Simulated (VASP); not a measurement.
Se:

```
Se
1.0
     4.36620    0.00000    0.00000
    -2.18310    3.78124    0.00000
     0.00000    0.00000    4.95360
Se
3
Cartesian
  1.6910 2.9289 0.0000
  -0.4921 0.8523 3.3024
  0.9841 0.0000 1.6512
```

Program: VASP 6.6.1. Alike in all runs: task band structure; potentials or basis VASP PAW PBE potentials, release 64 (Se); no spin polarisation; cell as given; k mesh 8 × 8 × 6; cutoff (eV) 520; smearing gaussian 0.02 eV.

Order these runs on this cell by their band gap on the k mesh, lowest first.
A. level TB-mBJ
B. level PBEsol
C. level r2SCAN

B (1.11 eV), C (1.39 eV), A (1.57 eV).

Caveats: the mesh misses the band edges, which the band path finds closer together.

Runs at the PBE level aren't shown here.
